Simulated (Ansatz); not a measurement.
# Pb (hcp type): the cost of one run

Method: DFT PBE, with the methods named in each step, in Ansatz 0.2.0.

This is Pb in the hcp structure; at room conditions it is fcc.

## 1. The starting structure

Symmetry: P6_3/mmc, No. 194, hexagonal system. The conventional cell has a = 3.539 Å, b = 3.539 Å, c = 5.869 Å, α = 90.00°, β = 90.00°, γ = 120.00°. Pb (site symmetry -6m2) is surrounded by 12 Pb at 3.54 to 3.58 Å.

Coordinates:

```cif
data_structure
_symmetry_space_group_name_H-M 'P6_3/mmc'
_symmetry_Int_Tables_number 194
_cell_length_a 3.5388
_cell_length_b 3.5388
_cell_length_c 5.8691
_cell_angle_alpha 90.000
_cell_angle_beta 90.000
_cell_angle_gamma 120.000
_cell_volume 63.65
loop_
_atom_site_label
_atom_site_type_symbol
_atom_site_symmetry_multiplicity
_atom_site_Wyckoff_symbol
_atom_site_fract_x
_atom_site_fract_y
_atom_site_fract_z
_atom_site_occupancy
Pb1 Pb 2 c 0.33333 0.66667 0.25000 1
```

The file gives the conventional cell by its symmetry; the runs use the cell typed in the input.

Whether this phase is the stable one at these pressures isn't tested.

Atoms are numbered in the order of the input: Pb1, Pb2.

## 2. The reference volume, LAPW

input.yaml

```yaml
crystal:
  lattice:
    - [3.5388106615, 0.0, 0.0]
    - [-1.7694053308, 3.064699932, 0.0]
    - [0.0, 0.0, 5.8690854987]
  atoms:
    - { symbol: Pb, position: [0.3333333333, 0.6666666667, 0.25] }
    - { symbol: Pb, position: [0.6666666667, 0.3333333333, 0.75] }
kpoints:
  mp_grid: { grid: [14, 14, 8] }
  band_path:
    path:
      - [0.0, 0.0, 0.0]
      - [0.5, 0.0, 0.0]
      - [0.3333333333, 0.3333333333, 0.0]
      - [0.0, 0.0, 0.0]
      - [0.0, 0.0, 0.5]
      - [0.5, 0.0, 0.5]
      - [0.3333333333, 0.3333333333, 0.5]
      - [0.0, 0.0, 0.5]
      - [0.5, 0.0, 0.5]
    npoints: 14
scf:
  occupations: { method: fermi_dirac, width: 0.05 }
hamiltonian:
  xc: pbe
  pseudopotentials: { kind: all_electron, lapw: { basis_error: 0.001 } }
output:
  forces: true
  stress: true
  eigenvalues: true
  populations: true
  dos: { projected: true, de: 0.2, e_range: [-14, 8] }
```

On the command line:

```sh
$ ansatz run input.yaml --threads 1 --pin off --max-ram 2048MiB --backend cpu --events-out ev --progress --plain --runs-dir out
```

**Question.** How long does this run take on 1 thread of AMD EPYC 9R45 (Zen 5), shared host, and how much memory does it need?

About 19 s, with a peak of 0.56 GiB.
